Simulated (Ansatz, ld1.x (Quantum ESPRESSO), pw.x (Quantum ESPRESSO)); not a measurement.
# Ir (Z = 77) (diamond): variants of one TM potential in the solid

iridium, norm-conserving Troullier–Martins (Kleinman–Bylander form), made with ld1.x (Quantum ESPRESSO) 7.5 (PBE, scalar-relativistic). Core [Xe] 4f14, reference 5d7 6s1 6p1. Waves: 6p (bound): rc 3.70 bohr; 5d (bound): rc 1.85 bohr; 6s (bound): rc 1.85 bohr. Local part: the s channel. Core correction: none.

Crystal test: diamond Ir in pw.x 7.5, no spin, 8³ k-points, Fermi–Dirac smearing 0.01 Ry, cutoffs set for each file from its atomic test. The reference is all-electron LAPW (Ansatz 0.2.0) with the same functional, mesh and smearing; V0 and B0 come from Birch–Murnaghan fits to the pressures at five volumes. Errors are pseudo minus all-electron; Δ is the rms difference of the E(V) curves that follow from these fits, minima aligned, over ±6 % about the mean V0. Mesh and smearing are coarse, so the numbers serve the comparison and aren't converged zero-temperature values; the lattice is a test structure that the element need not adopt.

All-electron: a0 = 5.571 Å (V0 = 21.61 Å³/atom), B0 = 182.3 GPa.

Base: The largest radius (3.70 bohr) exceeds half the bond length (2.28 bohr), so the spheres overlap, which is one possible source of error among others. This is a poor potential for the solid.

2 further variants are left out: they gave no file fit for a test, a broken result, the same result as the base, or pressures whose basis-set error rivals the error shown.

A dash in a converged row means that the minimum lies outside the volumes sampled.

```csv
change,cutoffs (Ry),pw.x,a0 (Å),a0 error (%),B0 error (%),Δ (meV/atom),mean pressure error (GPa)
base,85/340,converged,5.640,+1.24,-5.2,31.6,+7.13
core correction a·sin(br)/r model core inside 0.88 bohr,85/340,converged,–,–,–,–,+10.40
local potential the p channel,85/340,converged,–,–,–,–,+18.83
reference 5d8 6s1 6p0,85/340,converged,5.634,+1.13,-5.8,28.7,+6.40
```
